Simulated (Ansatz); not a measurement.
# GaN (F-43m) in Ansatz: further runs, part 2 of 2

Ansatz 0.2.0. Earlier steps stand in the parts before.

## Step 3: Single point, BHLYP, 10.76 Å³/atom (volume scaled by 0.94)

Contents of input.yaml:

```yaml
crystal:
  lattice:
    - [0.0, 2.2074978911, 2.2074978911]
    - [2.2074978911, 0.0, 2.2074978911]
    - [2.2074978911, 2.2074978911, 0.0]
  atoms:
    - { symbol: Ga, position: [0.0, 0.0, 0.0] }
    - { symbol: "N", position: [0.25, 0.25, 0.25] }
hamiltonian:
  xc: { name: BHLYP }
  pseudopotentials: { kind: paw }
kpoints:
  mp_grid: { grid: [5, 5, 5] }
scf:
  occupations: { method: fermi_dirac, width: 0.05 }
output:
  forces: true
  stress: true
  eigenvalues: true
```

Potentials or basis: Ansatz PAW.

Command:

```bash
$ ansatz run input.yaml --threads 2 --pin off --max-ram 5632MiB --backend cpu --events-out ev --progress --plain --runs-dir out
```

Standard output:

```text
Warning: output.stress: scf.convergence.dr2_threshold = 1e-7 eV (the SCF's general default) is looser than the 2e-10 eV advised for a printed stress (1e-10 eV for each atom of the cell: 2). What an SCF threshold leaves in a stress goes as its square root, and in the free energy as the threshold itself, and one threshold admits the most on a small cell: of the crystals measured, under no hybrid functional and no lock of the moments, on runs that ended without the residual-converged pass, on stresses that held no estimate of that error, the worst erred by over 100 MPa in a component at 1e-7 eV an atom and by under 5 at 1e-10. Set scf.convergence.dr2_threshold to 2e-10 eV or tighter. The threshold is an SCF's pass mark: one that does not reach it within its budget of iterations ends unconverged, or closes short of it on a stop that the run arms, and scf.convergence.dr2_threshold's page says what that costs each kind of run
Warning: output.stress: scf.exx.energy_threshold = 1e-6 eV is looser than the 2e-8 eV advised for a stress under a hybrid functional (1e-8 eV for each atom of the cell: 2). Every SCF of the exchange loop can meet its threshold on dr2 while the loop round them stops early: no threshold on dr2 bounds what that leaves in the stress. Set scf.exx.energy_threshold to 2e-8 eV or tighter. The threshold is the loop's pass mark: a loop that does not reach it within its budget of cycles ends unconverged, and scf.exx.energy_threshold's page has the law
Warning: RAYON_NUM_THREADS=2 ignored (pool sized by the plan → 2); use --threads N
Engine: ansatz 0.2.0, aarch64-unknown-linux-gnu
Pseudopotentials: kind: paw
Pseudopotential: Ga, paw, valence charge 13, recommended cutoff 420 eV (normal), Ga.paw.azcp
Pseudopotential: N, paw, valence charge 5, recommended cutoff 420 eV (normal), N.paw.azcp
[... 89 lines left out ...]
       -0.000000      12.065359       0.000000
       -0.000000       0.000000      12.065359
  P = ⅓ Tr σ = 12.0654 GPa (120.654 kbar)
--- Band table (eV; the first three rows and the last of 10) ---
  k-point 0: bands = ["-10.9680", "-9.5992", "-9.5992", "-9.5992", "-9.2284", "-9.2284", "8.4571", "8.4571", "8.4571", "14.9360", "24.1120", "24.1120", "24.1120"]
  k-point 1: bands = ["-10.7488", "-9.5514", "-9.5514", "-9.2300", "-9.2300", "-9.0993", "5.1571", "8.0057", "8.0057", "17.0011", "22.8508", "24.6314", "24.6314"]
  k-point 2: bands = ["-10.6836", "-9.5028", "-9.5028", "-9.2007", "-9.2007", "-7.4137", "0.8563", "7.3662", "7.3662", "18.1276", "22.6430", "24.1581", "24.1581"]
  k-point 9: bands = ["-10.6375", "-9.4376", "-9.3964", "-9.2793", "-9.2041", "-6.3303", "1.7333", "3.9513", "5.3032", "19.1928", "22.2490", "23.3690", "26.4349"]
```

Wall time 6.3 s (2 threads of Arm Neoverse V2, shared host); peak memory 0.56 GiB.

Results:

```yaml
Free_energy: -4175.0050 eV
Pressure: 12.1 GPa
Band_gap_on_the_k_mesh: 6.48 eV, direct
```

Caveat: the k mesh is coarse (spacing up to 0.49 Å⁻¹), so the values aren't converged, least of all with exact exchange; odd divisions of the mesh miss points on the zone boundary, where band edges often lie, so the gap on the mesh can be too wide; the pressure holds a Pulay correction of +0.6 GPa for the finite cutoff; the PAW data sets come from PBE, with cores solved anew for the run's functional, which leaves a small shift of forces and pressure; the thresholds are loose for stress.

## Step 4: Single point, BHLYP, 10.99 Å³/atom (volume scaled by 0.96)

Changes to input.yaml since step 3:

```diff
@@ -2,5 +2,5 @@
   lattice:
-    - [0.0, 2.2074978911, 2.2074978911]
-    - [2.2074978911, 0.0, 2.2074978911]
-    - [2.2074978911, 2.2074978911, 0.0]
+    - [0.0, 2.2230441631, 2.2230441631]
+    - [2.2230441631, 0.0, 2.2230441631]
+    - [2.2230441631, 2.2230441631, 0.0]
   atoms:
@@ -19 +19,5 @@
   eigenvalues: true
+  write_density: true
+  write_potential: true
+  elf: true
+  volumetric_format: npy
```

Command:

```bash
$ ansatz run input.yaml --threads 2 --pin off --max-ram 5632MiB --backend cpu --events-out ev --progress --plain --runs-dir out
```

Run time: 6.8 s. Hardware: 2 threads of Arm Neoverse V2, shared host; peak memory 0.6 GiB.

The run converged. Its results:

| Quantity | Value |
| --- | --- |
| Free energy | -4175.0323 eV |
| Pressure | 6.8 GPa |
| Band gap on the k mesh | 6.29 eV, direct |

Caveat: the k mesh is coarse (spacing up to 0.49 Å⁻¹), so the values aren't converged, least of all with exact exchange; odd divisions of the mesh miss points on the zone boundary, where band edges often lie, so the gap on the mesh can be too wide; the pressure holds a Pulay correction of +0.5 GPa for the finite cutoff; the PAW data sets come from PBE, with cores solved anew for the run's functional, which leaves a small shift of forces and pressure; the thresholds are loose for stress.

## Step 5: Single point, BHLYP, 11.21 Å³/atom (volume scaled by 0.98)

Changes to input.yaml since step 4:

```diff
@@ -2,5 +2,5 @@
   lattice:
-    - [0.0, 2.2230441631, 2.2230441631]
-    - [2.2230441631, 0.0, 2.2230441631]
-    - [2.2230441631, 2.2230441631, 0.0]
+    - [0.0, 2.2383759866, 2.2383759866]
+    - [2.2383759866, 0.0, 2.2383759866]
+    - [2.2383759866, 2.2383759866, 0.0]
   atoms:
```

Command:

```bash
$ ansatz run input.yaml --threads 2 --pin off --max-ram 5632MiB --backend cpu --events-out ev --progress --plain --runs-dir out
```

Run time: 6.8 s. Hardware: 2 threads of Arm Neoverse V2, shared host; peak memory 0.6 GiB.

Results (log left out):

* Free energy: -4175.0446 eV
* Pressure: 2.1 GPa
* Band gap on the k mesh: 6.11 eV, direct

Caveat: the k mesh is coarse (spacing up to 0.49 Å⁻¹), so the values aren't converged, least of all with exact exchange; odd divisions of the mesh miss points on the zone boundary, where band edges often lie, so the gap on the mesh can be too wide; the pressure holds a Pulay correction of +0.5 GPa for the finite cutoff; the PAW data sets come from PBE, with cores solved anew for the run's functional, which leaves a small shift of forces and pressure; the thresholds are loose for stress.

## Step 6: Single point, BHLYP, 11.44 Å³/atom

Contents of input.yaml:

```yaml
crystal:
  lattice:
    - [0.0, 2.2535006075, 2.2535006075]
    - [2.2535006075, 0.0, 2.2535006075]
    - [2.2535006075, 2.2535006075, 0.0]
  atoms:
    - { symbol: Ga, position: [0.0, 0.0, 0.0] }
    - { symbol: "N", position: [0.25, 0.25, 0.25] }
hamiltonian:
  xc: { name: BHLYP }
  pseudopotentials: { kind: paw }
kpoints:
  mp_grid: { grid: [5, 5, 5] }
scf:
  occupations: { method: fermi_dirac, width: 0.05 }
output:
  forces: true
  stress: true
  eigenvalues: true
```

Potentials or basis: Ansatz PAW.

Command:

```bash
$ ansatz run input.yaml --threads 2 --pin off --max-ram 5632MiB --backend cpu --events-out ev --progress --plain --runs-dir out
```

Wall time 6.7 s (2 threads of Arm Neoverse V2, shared host); peak memory 0.6 GiB.

It converged, with:

| Item | Value |
| --- | --- |
| Free energy | -4175.0444 eV |
| Pressure | -2.2 GPa |
| Band gap on the k mesh | 5.93 eV, direct |

Caveat: the k mesh is coarse (spacing up to 0.48 Å⁻¹), so the values aren't converged, least of all with exact exchange; odd divisions of the mesh miss points on the zone boundary, where band edges often lie, so the gap on the mesh can be too wide; the pressure holds a Pulay correction of +0.5 GPa for the finite cutoff; the PAW data sets come from PBE, with cores solved anew for the run's functional, which leaves a small shift of forces and pressure; the thresholds are loose for stress.

## Step 7: Single point, BHLYP, 11.67 Å³/atom (volume scaled by 1.02)

Changes to input.yaml since step 6:

```diff
@@ -2,5 +2,5 @@
   lattice:
-    - [0.0, 2.2535006075, 2.2535006075]
-    - [2.2535006075, 0.0, 2.2535006075]
-    - [2.2535006075, 2.2535006075, 0.0]
+    - [0.0, 2.2684248875, 2.2684248875]
+    - [2.2684248875, 0.0, 2.2684248875]
+    - [2.2684248875, 2.2684248875, 0.0]
   atoms:
```

Command:

```bash
$ ansatz run input.yaml --threads 2 --pin off --max-ram 5632MiB --backend cpu --events-out ev --progress --plain --runs-dir out
```

Run time: 6.9 s. Hardware: 2 threads of Arm Neoverse V2, shared host; peak memory 0.6 GiB.

The run converged. Its results:

| Quantity | Value |
| --- | --- |
| Free energy | -4175.0326 eV |
| Pressure | -6.0 GPa |
| Band gap on the k mesh | 5.76 eV, direct |

Caveat: the k mesh is coarse (spacing up to 0.48 Å⁻¹), so the values aren't converged, least of all with exact exchange; odd divisions of the mesh miss points on the zone boundary, where band edges often lie, so the gap on the mesh can be too wide; the pressure holds a Pulay correction of +0.5 GPa for the finite cutoff; the PAW data sets come from PBE, with cores solved anew for the run's functional, which leaves a small shift of forces and pressure; the thresholds are loose for stress.

## Step 8: Single point, BHLYP, 11.90 Å³/atom (volume scaled by 1.04)

Changes to input.yaml since step 7:

```diff
@@ -2,5 +2,5 @@
   lattice:
-    - [0.0, 2.2684248875, 2.2684248875]
-    - [2.2684248875, 0.0, 2.2684248875]
-    - [2.2684248875, 2.2684248875, 0.0]
+    - [0.0, 2.283155332, 2.283155332]
+    - [2.283155332, 0.0, 2.283155332]
+    - [2.283155332, 2.283155332, 0.0]
   atoms:
```

Command:

```bash
$ ansatz run input.yaml --threads 2 --pin off --max-ram 5632MiB --backend cpu --events-out ev --progress --plain --runs-dir out
```

Run time: 7 s. Hardware: 2 threads of Arm Neoverse V2, shared host; peak memory 0.6 GiB.

Results (log left out):

* Free energy: -4175.0104 eV
* Pressure: -9.5 GPa
* Band gap on the k mesh: 5.58 eV, direct

Caveat: the k mesh is coarse (spacing up to 0.48 Å⁻¹), so the values aren't converged, least of all with exact exchange; odd divisions of the mesh miss points on the zone boundary, where band edges often lie, so the gap on the mesh can be too wide; the pressure holds a Pulay correction of +0.5 GPa for the finite cutoff; the PAW data sets come from PBE, with cores solved anew for the run's functional, which leaves a small shift of forces and pressure; the thresholds are loose for stress.

## Step 9: Single point, BHLYP, 12.13 Å³/atom (volume scaled by 1.06)

Changes to input.yaml since step 8:

```diff
@@ -2,5 +2,5 @@
   lattice:
-    - [0.0, 2.283155332, 2.283155332]
-    - [2.283155332, 0.0, 2.283155332]
-    - [2.283155332, 2.283155332, 0.0]
+    - [0.0, 2.2976981147, 2.2976981147]
+    - [2.2976981147, 0.0, 2.2976981147]
+    - [2.2976981147, 2.2976981147, 0.0]
   atoms:
@@ -19 +19,5 @@
   eigenvalues: true
+  write_density: true
+  write_potential: true
+  elf: true
+  volumetric_format: npy
```

Potentials or basis: Ansatz PAW.

Command:

```bash
$ ansatz run input.yaml --threads 2 --pin off --max-ram 5632MiB --backend cpu --events-out ev --progress --plain --runs-dir out
```

Wall time 7 s (2 threads of Arm Neoverse V2, shared host); peak memory 0.61 GiB.

The run converged. Its results:

* Free energy: -4174.9784 eV
* Pressure: -12.6 GPa
* Band gap on the k mesh: 5.41 eV, direct

Caveat: the k mesh is coarse (spacing up to 0.47 Å⁻¹), so the values aren't converged, least of all with exact exchange; odd divisions of the mesh miss points on the zone boundary, where band edges often lie, so the gap on the mesh can be too wide; the pressure holds a Pulay correction of +0.5 GPa for the finite cutoff; the PAW data sets come from PBE, with cores solved anew for the run's functional, which leaves a small shift of forces and pressure; the thresholds are loose for stress.

## Step 10: Equation of state, BHLYP

Potentials or basis: Ansatz PAW.

No new run: the results of the series are fitted here.

What came out:

```
Equilibrium volume                      : 11.32 Å³/atom
Bulk modulus                            : 212 GPa
Pressure derivative of the bulk modulus : 4.2 (rough: it moves with the points fitted)
```

Energy against volume, from the lowest point:
```csv
volume (Å³/atom),energy (meV/atom)
10.757,19.80
10.986,6.14
11.215,0.00
11.444,0.11
11.673,6.00
11.902,17.09
12.131,33.08
```

Caveat: the k mesh is coarse (spacing up to 0.48 Å⁻¹), so the values aren't converged, least of all with exact exchange; the potentials were made for another functional, which shifts forces and pressure.

## Step 11: How close it comes

Step 2. A measured gap of GaN is 3.299 eV (direct; 0 K; a printed reference work, textbook); the calculated 5.90 eV misses it by +2.60 eV. So large a miss can be the level of theory's own, or it may mean another phase, state or a wrong row. Spin-orbit coupling on Ga is left out. The value is that of BHLYP, without temperature or zero-point motion. The cell is a database's relaxed one, not the measured one, which moves gaps too.
